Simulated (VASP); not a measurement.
# Pr (Im-3m) in VASP: a series of runs

Runs on Pr. Level: PBE. Tasks: single point.

Everything below comes from runs of VASP 6.6.1. Logs are shortened: lines on timing, memory, paths and dates and some standing lists are left out, and cuts for length are marked.

## Step 1: The crystal as given

It takes space group Im-3m (No. 229, cubic). The conventional cell has a = 4.250 Å, b = 4.250 Å, c = 4.250 Å, α = 90.00°, β = 90.00°, γ = 90.00°. Around Pr (site symmetry m-3m) lie 8 Pr at 3.68 Å.

This isn't the form of Pr at room conditions, which is double hcp.

## Step 2: Single point, PBE, collinear spin, typed start

The input, INCAR:

```
PREC = Accurate ; ENCUT = 520
EDIFF = 1E-7 ; ISMEAR = -1
SIGMA = 0.1 ; LREAL = F
LASPH = T ; NELM = 150
ALGO = Normal ; ISIF = 2
LWAVE = F ; LCHARG = F
ISPIN = 2 ; MAGMOM = 2.6
LORBIT = 11 ; LMAXMIX = 6
GGA = PE ; NBANDS = 16
```

The input, KPOINTS:

```
Automatic mesh
0
Gamma
  8 8 8
```

The input, POSCAR:

```
Pr
1.0
   -2.1249701388      2.1249701388      2.1249701388
    2.1249701388     -2.1249701388      2.1249701388
    2.1249701388      2.1249701388     -2.1249701388
Pr
1
Direct
    0.0000000000      0.0000000000      0.0000000000
```

Potentials or basis: VASP PAW PBE potentials, release 64 (Pr).

Command:

```sh
$ cat potpaw_PBE.64/Pr/POTCAR > POTCAR
$ mpirun -np 1 vasp_std > vasp.out
```

OUTCAR:

```text
PREC = Accurate
   ENCUT = 520
   EDIFF = 1E-7
   ISMEAR = -1
   LREAL = F
   LASPH = T
   NELM = 150
   ISIF = 2
   ISPIN = 2
   LORBIT = 11
   GGA = PE

 ion  position               nearest neighbor table
   1  0.000  0.000  0.000-

  LATTYP: Found a body centered cubic cell.
 ALAT       =     4.2499402776

  Lattice vectors:

 A1 = (  -2.1249701388,   2.1249701388,   2.1249701388)
 A2 = (   2.1249701388,  -2.1249701388,   2.1249701388)
 A3 = (   2.1249701388,   2.1249701388,  -2.1249701388)

Analysis of symmetry for initial positions (statically):
=====================================================================
 Subroutine PRICEL returns:
 Original cell was already a primitive cell.

 Routine SETGRP: Setting up the symmetry group for a
 body centered cubic supercell.

 Subroutine GETGRP returns: Found 48 space group operations
 (whereof 48 operations were pure point group operations)
 out of a pool of 48 trial point group operations.

The static configuration has the point symmetry O_h .

Analysis of symmetry for dynamics (positions and initial velocities):
=====================================================================
 Subroutine PRICEL returns:
 Original cell was already a primitive cell.

 Routine SETGRP: Setting up the symmetry group for a
 body centered cubic supercell.

 Subroutine GETGRP returns: Found 48 space group operations
 (whereof 48 operations were pure point group operations)
 out of a pool of 48 trial point group operations.

The dynamic configuration has the point symmetry O_h .

Analysis of structural, dynamic, and magnetic symmetry:
=====================================================================
 Subroutine PRICEL returns:
 Original cell was already a primitive cell.

 Routine SETGRP: Setting up the symmetry group for a
 body centered cubic supercell.

 Subroutine GETGRP returns: Found 48 space group operations
 (whereof 48 operations were pure point group operations)
 out of a pool of 48 trial point group operations.

The overall configuration has the point symmetry O_h .

 Subroutine INISYM returns: Found 48 space group operations
 (whereof 48 operations are pure point group operations),
 and found     1 'primitive' translations

----------------------------------------------------------------------------------------

                                     Primitive cell

  volume of cell :      38.3812

  direct lattice vectors                    reciprocal lattice vectors
    -2.124970139  2.124970139  2.124970139     0.000000000  0.235297424  0.235297424
     2.124970139 -2.124970139  2.124970139     0.235297424  0.000000000  0.235297424
     2.124970139  2.124970139 -2.124970139     0.235297424  0.235297424  0.000000000

  length of vectors
     3.680556245  3.680556245  3.680556245     0.332760808  0.332760808  0.332760808

  position of ions in fractional coordinates (direct lattice)
     0.000000000  0.000000000  0.000000000

  ion indices of the primitive-cell ions
   primitive index   ion index
                 1           1

----------------------------------------------------------------------------------------

 KPOINTS: Automatic mesh

Automatic generation of k-mesh.
 Grid dimensions read from file:
 generate k-points for:    8    8    8

 Generating k-lattice:

  Cartesian coordinates                     Fractional coordinates (reciprocal lattice)
     0.000000000  0.029412178  0.029412178     0.125000000  0.000000000  0.000000000
     0.029412178  0.000000000  0.029412178     0.000000000  0.125000000  0.000000000
     0.029412178  0.029412178  0.000000000     0.000000000  0.000000000  0.125000000

  Length of vectors
     0.041595101  0.041595101  0.041595101

  Shift w.r.t. Gamma in fractional coordinates (k-lattice)
     0.000000000  0.000000000  0.000000000

 Subroutine IBZKPT returns following result:
 ===========================================

 Found     29 irreducible k-points:

 Following reciprocal coordinates:
            Coordinates               Weight
  0.000000  0.000000  0.000000      1.000000
  0.125000  0.000000  0.000000     12.000000
  0.250000  0.000000  0.000000     12.000000
  0.375000  0.000000  0.000000     12.000000
  0.500000  0.000000  0.000000      6.000000
  0.125000  0.125000  0.000000     24.000000
[... 16 lines left out ...]
 -0.250000  0.250000  0.250000      6.000000
 -0.375000  0.375000  0.250000     24.000000
 [... further k-points ...]
   k-points           NKPTS =     29   k-points in BZ     NKDIM =     29   number of bands    NBANDS=     16
   number of dos      NEDOS =    301   number of ions     NIONS =      1
   total plane-waves  NPLWV =  21952
   dimension x,y,z NGX =    28 NGY =   28 NGZ =   28
   dimension x,y,z NGXF=    56 NGYF=   56 NGZF=   56
   ions per type =               1
   NGX,Y,Z   is equivalent  to a cutoff of  12.65, 12.65, 12.65 a.u.
   NGXF,Y,Z  is equivalent  to a cutoff of  25.29, 25.29, 25.29 a.u.
 SYSTEM =  unknown system
   PREC   = accura    normal or accurate (medium, high low for compatibility)
   ISTART =      0    job   : 0-new  1-cont  2-samecut
   ICHARG =      2    charge: 1-file 2-atom 10-const
   ISPIN  =      2    spin polarized calculation?
   LNONCOLLINEAR =      F non collinear calculations
   LSORBIT =      F    spin-orbit coupling
   LASPH  =      T    aspherical Exc in radial PAW
   ENCUT  =  520.0 eV  38.22 Ry    6.18 a.u.   6.84  6.84  6.84*2*pi/ulx,y,z
   NELM   =    150;   NELMIN=  2; NELMDL= -5     # of ELM steps
   EDIFF  = 0.1E-06   stopping-criterion for ELM
   LREAL  =      F    real-space projection
   EDIFFG = 0.1E-05   stopping-criterion for IOM
   NSW    =      0    number of steps for IOM
   IBRION =     -1    ionic relax: 0-MD 1-quasi-New 2-CG
   NFREE  =      0    steps in history (QN), initial steepest desc. (CG)
   ISIF   =      2    stress and relaxation
   ISYM   =      2    0-nonsym 1-usesym 2-fastsym
   POTIM  = 0.5000    time-step for ionic-motion
   TEBEG  =    0.0;   TEEND  =   0.0 temperature during run
   PSTRESS=    0.0 pullay stress
   NELECT =      13.0000    total number of electrons
   NUPDOWN=      -1.0000    fix difference up-down
   EMIN   =  10.00;   EMAX   =-10.00  energy-range for DOS
   EFERMI =   0.00;   METHOD = LEGACY
   ISMEAR =    -1;   SIGMA  =   0.10  broadening in eV -4-tet -1-fermi 0-gaus
   EFERMI_NEDOS =   21; number of points for ismear=-14 and -15
   IALGO  =     38    algorithm
   IMIX   =      4    mixing-type and parameters
     AMIX     =   0.40;   BMIX     =  1.00
     AMIX_MAG =   1.60;   BMIX_MAG =  1.00
  volume/ion in A,a.u.               =      38.38       259.01
  Fermi-wavevector in a.u.,A,eV,Ry     =   1.141169  2.156496 17.718399  1.302266
  Thomas-Fermi vector in A             =   2.277869
   LORBIT       =     11    0 simple, 1 ext, 2 COOP (PROOUT), +10 PAW based schemes
   GGA     = PE    functional components
   LHFCALC =     F    Hartree Fock is set to
   AEXX    =    0.0000 exact exchange contribution
   IVDW    =     0    specifies the selected vdW correction
   LEPSILON=     F    determine dielectric tensor
   LRPA    =     F    only Hartree local field effects (RPA)
 spin polarized calculation
  energy-cutoff  :      520.00
  volume of cell :       38.38
 maximum number of plane-waves:      1055
   NGX = 13   NGY = 13   NGZ = 13

 number of electron      13.0000001 magnetization       2.9337703

 Free energy of the ion-electron system (eV)
  ---------------------------------------------------
  ext. energy  EPLUGINS =         0.00000000
  ---------------------------------------------------
  free energy    TOTEN  =        -5.41120049 eV

  energy without entropy =       -5.07871642  energy(sigma->0) =       -5.24495846

 E-fermi :   5.2218     XC(G=0):  -9.4704

 val. band max:        5.2184076984   @ k =   0.1250   0.1250   0.1250
 cond. band min:       5.2227614361   @ k =   0.3750   0.1250   0.0000
 fundamental gap:      0.0043537377
 Fermi energy:         5.2217769637

 spin component 1

 k-point     1 :       0.0000    0.0000    0.0000
  band No.  band energies     occupation
      1     -30.9359      1.00000
      2     -12.4619      1.00000
      3     -12.4619      1.00000
      4     -12.4619      1.00000
      5       1.4156      1.00000
      6       5.1042      0.76420
[... 8 lines left out ...]
     15       6.6397      0.00000
     16       8.7914      0.00000
[... 419 lines left out ...]
 k-point    24 :      -0.3750    0.3750    0.2500
  band No.  band energies     occupation
      1     -30.7937      1.00000
      2     -13.1620      1.00000
      3     -12.8922      1.00000
      4     -12.8096      1.00000
      5       4.2311      0.99995
      6       4.5091      0.99920
[... 8 lines left out ...]
     15       7.6819      0.00000
     16       9.9229      0.00000

 [... further k-points ...]

 spin component 2

 k-point     1 :       0.0000    0.0000    0.0000
  band No.  band energies     occupation
      1     -29.7606      1.00000
      2     -11.5061      1.00000
      3     -11.5061      1.00000
      4     -11.5061      1.00000
      5       2.1430      1.00000
      6       6.6754      0.00000
[... 8 lines left out ...]
     15       7.4268      0.00000
     16       9.3491      0.00000
[... 419 lines left out ...]
 k-point    24 :      -0.3750    0.3750    0.2500
  band No.  band energies     occupation
      1     -29.6107      1.00000
      2     -12.2305      1.00000
      3     -11.9479      1.00000
      4     -11.8644      1.00000
      5       4.9216      0.95264
      6       5.2384      0.45864
[... 8 lines left out ...]
     15       8.5955      0.00000
     16      10.7485      0.00000

 [... further k-points ...]

------------------------ aborting loop because EDIFF is reached ----------------------------------------

  FORCE on cell =-STRESS in cart. coord.  units (eV):
  Direction    XX          YY          ZZ          XY          YZ          ZX
  --------------------------------------------------------------------------------------
  -------------------------------------------------------------------------------------
  Total       -0.8138902     -0.8138902     -0.8138902     -0.0000000      0.0000000      0.0000000
  in kB      -33.9748769    -33.9748769    -33.9748769     -0.0000000      0.0000000      0.0000000
  external PRESSURE =     -33.9748769 kB  Pullay stress =       0.0000000 kB

 VOLUME and BASIS-vectors are now :
 -----------------------------------------------------------------------------
  energy-cutoff  :      520.00
  volume of cell :       38.38
      direct lattice vectors                 reciprocal lattice vectors
    -2.124970139  2.124970139  2.124970139     0.000000000  0.235297424  0.235297424
     2.124970139 -2.124970139  2.124970139     0.235297424  0.000000000  0.235297424
     2.124970139  2.124970139 -2.124970139     0.235297424  0.235297424  0.000000000

 POSITION                                       TOTAL-FORCE (eV/Angst)
 -----------------------------------------------------------------------------------
      0.00000      0.00000      0.00000         0.000000      0.000000      0.000000
 -----------------------------------------------------------------------------------
    total drift:                               -0.000000     -0.000000     -0.000000

  FREE ENERGIE OF THE ION-ELECTRON SYSTEM (eV)
  ---------------------------------------------------
  free  energy   TOTEN  =        -5.4112004883 eV

  energy  without entropy=       -5.0787164222  energy(sigma->0) =       -5.24495846

 total charge

# of ion       s       p       d       f       tot
--------------------------------------------------
    1        1.994   5.290   0.520   2.186   9.991

 magnetization (x)

# of ion       s       p       d       f       tot
--------------------------------------------------
    1       -0.012  -0.023   0.177   2.154   2.297
```

It took 52 s on 1 thread of Intel Xeon 6975P-C (Granite Rapids), shared host; peak memory 0.19 GiB.

Results:

* Free energy: -5.4112 eV
* Pressure: -3.4 GPa
* Band gap on the k mesh: none (metal or under the smearing width)
* Net moment: 2.93 μB per cell
* Site moments: Pr +2.30 μB
* Valence electrons inside the program's atomic spheres: Pr 9.99

Levels at points of the mesh, in eV from the Fermi level:
Spin up:
```
           k point  band 6  band 7  band 8  band 9  band 10  band 11
(0.00, 0.00, 0.00)   -0.12   -0.12   -0.12    0.27     0.27     0.27
(0.50, 0.00, 0.00)   -0.13   -0.10   -0.02    0.01     0.19     0.21
(0.50, 0.50, 0.50)   -1.68   -0.12    0.05    0.05     0.05     0.29
```
Spin down:
```tsv
k point	band 3	band 4	band 5	band 6	band 7	band 8
(0.00, 0.00, 0.00)	-16.73	-16.73	-3.08	1.45	1.45	1.45
(0.50, 0.00, 0.00)	-17.03	-16.74	-1.19	0.63	1.43	1.46
(0.50, 0.50, 0.50)	-17.39	-17.39	-1.09	-1.09	1.55	1.55
```

Caveat: the magnetic or orbital state may not be the lowest; spin-orbit coupling is left out, which moves the levels of the heavy elements.

## Step 3: Single point, PBE, collinear spin, typed start

This run uses another cell than the first one, of 35.43 Å³/atom, 0.923 times its volume.

The input, INCAR:

```
ALGO = Normal
EDIFF = 1E-7
ENCUT = 520
GGA = PE
ISIF = 2
ISMEAR = -1
ISPIN = 2
LASPH = True
LCHARG = False
LMAXMIX = 6
LORBIT = 11
LREAL = False
LWAVE = False
MAGMOM = 2.6
NBANDS = 16
NELM = 150
PREC = Accurate
SIGMA = 0.1
```

The input, KPOINTS:

```
k-points
0
Gamma
  8 8 8
```

The input, POSCAR:

```
Pr
1.0
   -2.0690236873      2.0690236873      2.0690236873
    2.0690236873     -2.0690236873      2.0690236873
    2.0690236873      2.0690236873     -2.0690236873
Pr
1
Direct
    0.0000000000      0.0000000000      0.0000000000
```

Potentials or basis: VASP PAW PBE potentials, release 64 (Pr).

Command:

```sh
$ cat potpaw_PBE.64/Pr/POTCAR > POTCAR
$ mpirun -np 1 vasp_std > vasp.out
```

It took 44 s on 1 thread of Intel Xeon 6975P-C (Granite Rapids), shared host; peak memory 0.19 GiB.

It converged, with:

```
Free energy                                           : -5.4642 eV
Pressure                                              : -2.5 GPa
Band gap on the k mesh                                : none (metal or under the smearing width)
Net moment                                            : 2.92 μB per cell
Site moments                                          : Pr +2.28 μB
Valence electrons inside the program's atomic spheres : Pr 10.01
```

Levels at points of the mesh, in eV from the Fermi level:
Spin up:
```tsv
k point	band 5	band 6	band 7	band 8	band 9	band 10	band 11	band 12
(0.00, 0.00, 0.00)	-3.82	-0.15	-0.15	-0.15	0.30	0.30	0.30	0.37
(0.50, 0.00, 0.00)	-2.01	-0.23	-0.13	-0.03	0.02	0.20	0.24	0.27
(0.50, 0.50, 0.50)	-1.90	-1.90	-0.13	0.06	0.06	0.06	0.32	0.32
```
Spin down:
```csv
k point,band 2,band 3,band 4,band 5,band 6,band 7,band 8,band 9
"(0.00, 0.00, 0.00)",-16.55,-16.55,-16.55,-3.05,1.41,1.41,1.41,1.84
"(0.50, 0.00, 0.00)",-17.77,-16.93,-16.57,-1.28,0.58,1.38,1.45,1.66
"(0.50, 0.50, 0.50)",-17.37,-17.37,-17.37,-1.29,-1.29,1.54,1.54,1.54
```

Caveat: the magnetic or orbital state may not be the lowest; spin-orbit coupling is left out, which moves the levels of the heavy elements. The state reached can hang on the start; a lower one may exist.

## Step 4: Single point, PBE, collinear spin, typed start

This run uses another cell than the first one, of 37.64 Å³/atom, 0.981 times its volume.

The input, INCAR:

```
SYSTEM = Pr
PREC = Accurate
ENCUT = 520
EDIFF = 1E-6
ISMEAR = -1
SIGMA = 0.1
LREAL = .False.
LASPH = .True.
NELM = 150
ALGO = Normal
ISIF = 2
LWAVE = .False.
LCHARG = .False.
ISPIN = 2
MAGMOM = 2.6
LORBIT = 11
LMAXMIX = 6
GGA = PE
NBANDS = 16
```

The input, KPOINTS:

```
Automatic mesh
0
Gamma
  8 8 8
  0 0 0
```

The input, POSCAR:

```
Pr
1.0
   -2.1112602724      2.1112602724      2.1112602724
    2.1112602724     -2.1112602724      2.1112602724
    2.1112602724      2.1112602724     -2.1112602724
Pr
1
Direct
    0.0000000000      0.0000000000      0.0000000000
```

Command:

```sh
$ cat potpaw_PBE.64/Pr/POTCAR > POTCAR
$ mpirun -np 1 vasp_std > vasp.out
```

It took 39 s on 1 thread of Intel Xeon 6975P-C (Granite Rapids), shared host; peak memory 0.19 GiB.

The run converged. Its results:

```
Free energy                                           : -5.4260 eV
Pressure                                              : -3.3 GPa
Band gap on the k mesh                                : none (metal or under the smearing width)
Net moment                                            : 2.93 μB per cell
Site moments                                          : Pr +2.29 μB
Valence electrons inside the program's atomic spheres : Pr 9.99
```

Levels at points of the mesh, in eV from the Fermi level:
Spin up:
| k point | band 4 | band 5 | band 6 | band 7 | band 8 | band 9 | band 10 | band 11 | band 12 | band 13 |
| --- | --- | --- | --- | --- | --- | --- | --- | --- | --- | --- |
| (0.00, 0.00, 0.00) | -17.64 | -3.81 | -0.13 | -0.13 | -0.13 | 0.27 | 0.27 | 0.27 | 0.33 | 1.43 |
| (0.50, 0.00, 0.00) | -17.65 | -1.91 | -0.15 | -0.11 | -0.02 | 0.01 | 0.19 | 0.22 | 0.25 | 0.30 |
| (0.50, 0.50, 0.50) | -18.32 | -1.73 | -1.73 | -0.12 | 0.05 | 0.05 | 0.05 | 0.30 | 0.30 | 0.30 |
Spin down:
```tsv
k point	band 2	band 3	band 4	band 5	band 6	band 7	band 8	band 9
(0.00, 0.00, 0.00)	-16.69	-16.69	-16.69	-3.07	1.44	1.44	1.44	1.84
(0.50, 0.00, 0.00)	-17.71	-17.01	-16.70	-1.21	0.62	1.42	1.46	1.67
(0.50, 0.50, 0.50)	-17.38	-17.38	-17.38	-1.14	-1.14	1.55	1.55	1.55
```

Caveat: the magnetic or orbital state may not be the lowest; spin-orbit coupling is left out, which moves the levels of the heavy elements. The state reached can hang on the start; a lower one may exist.

## Step 5: Single point, PBE, collinear spin, typed start

This run uses another cell than the first one, of 36.90 Å³/atom, 0.962 times its volume.

The input, INCAR:

```
  PREC = Accurate
  ENCUT = 520
  EDIFF = 1E-6
  ISMEAR = -1
  SIGMA = 0.1
  LREAL = F
  LASPH = T
  NELM = 150
  ALGO = Normal
  ISIF = 2
  LWAVE = F
  LCHARG = T
  ISPIN = 2
  MAGMOM = 2.6
  LORBIT = 11
  LMAXMIX = 6
  GGA = PE
  LELF = T
  LVHAR = T
  NBANDS = 16
```

The input, KPOINTS:

```
regular mesh
0
Gamma
  8 8 8
```

The input, POSCAR:

```
Pr
1.0
   -2.0973700000      2.0973700000      2.0973700000
    2.0973700000     -2.0973700000      2.0973700000
    2.0973700000      2.0973700000     -2.0973700000
Pr
1
Direct
    0.0000000000      0.0000000000      0.0000000000
```

Command:

```sh
$ cat potpaw_PBE.64/Pr/POTCAR > POTCAR
$ mpirun -np 1 vasp_std > vasp.out
```

It took 36 s on 1 thread of Intel Xeon 6975P-C (Granite Rapids), shared host; peak memory 0.19 GiB.

The run converged. Its results:

* Free energy: -5.4399 eV
* Pressure: -3.0 GPa
* Band gap on the k mesh: none (metal or under the smearing width)
* Net moment: 2.93 μB per cell
* Site moments: Pr +2.29 μB
* Valence electrons inside the program's atomic spheres: Pr 10.00

Levels at points of the mesh, in eV from the Fermi level:
Spin up:
| k point | band 6 | band 7 | band 8 | band 9 | band 10 | band 11 |
| --- | --- | --- | --- | --- | --- | --- |
| (0.00, 0.00, 0.00) | -0.13 | -0.13 | -0.13 | 0.28 | 0.28 | 0.28 |
| (0.50, 0.00, 0.00) | -0.18 | -0.12 | -0.02 | 0.01 | 0.20 | 0.23 |
| (0.50, 0.50, 0.50) | -1.78 | -0.13 | 0.05 | 0.05 | 0.05 | 0.31 |
Spin down:
```csv
k point,band 1,band 2,band 3,band 4,band 5,band 6,band 7,band 8,band 9,band 10
"(0.00, 0.00, 0.00)",-34.96,-16.64,-16.64,-16.64,-3.07,1.43,1.43,1.43,1.84,1.84
"(0.50, 0.00, 0.00)",-34.82,-17.73,-16.98,-16.66,-1.23,0.61,1.40,1.46,1.67,1.81
"(0.50, 0.50, 0.50)",-34.72,-17.38,-17.38,-17.38,-1.19,-1.19,1.54,1.54,1.54,1.63
```

Caveat: the magnetic or orbital state may not be the lowest; spin-orbit coupling is left out, which moves the levels of the heavy elements. The state reached can hang on the start; a lower one may exist.

## Step 6: Overview

```tsv
cell	gap on the mesh (eV)	pressure (GPa)	moment (μB)
Im-3m, 38.38 Å³/atom	none	-3.4	2.93
Im-3m, 35.43 Å³/atom	none	-2.5	2.92
Im-3m, 37.64 Å³/atom	none	-3.3	2.93
Im-3m, 36.9 Å³/atom	none	-3.0	2.93
```

Alike in all rows: task single point; level PBE; potentials or basis VASP PAW PBE potentials, release 64 (Pr); spin collinear, typed start; k mesh 8 × 8 × 8; cutoff (eV) 520; smearing fermi-dirac 0.1 eV.

Every run on the cell as given and a fine mesh finds a metal.

Caveats: the magnetic or orbital state may not be the lowest; spin-orbit coupling is left out, which moves the levels of the heavy elements.

Absolute energies hang on the potentials; compare differences alone.
